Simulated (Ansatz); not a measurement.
Chalcopyrite CuInS2 was calculated with r²SCAN+rVV10 (PAW; Ansatz, a first-principles code).

Numerical settings: plane-wave cutoff 560 eV, 10×10×10 k mesh, Fermi–Dirac smearing 0.01 eV, no spin polarisation, scalar-relativistic PAW data made under PBE.

The volume scan:

| V (Å³/atom) | E − E_lowest (meV/atom) | P (GPa) |
|---|---|---|
| 20.103 | 8.68 | 3.46 |
| 20.522 | 2.07 | 1.63 |
| 20.940 | 0.00 | -0.01 |
| 21.359 | 1.96 | -1.46 |
| 21.778 | 7.51 | -2.76 |

Fit the third-order Birch–Murnaghan equation and give B0 and B′.

V0 = 20.938 Å³/atom, B0 = 77.1 GPa, B′ = 4.8 (fit to the energies at full precision).

Shape and atoms are relaxed at each volume.

Spin–orbit coupling is not included.

Computed values are for the static lattice.
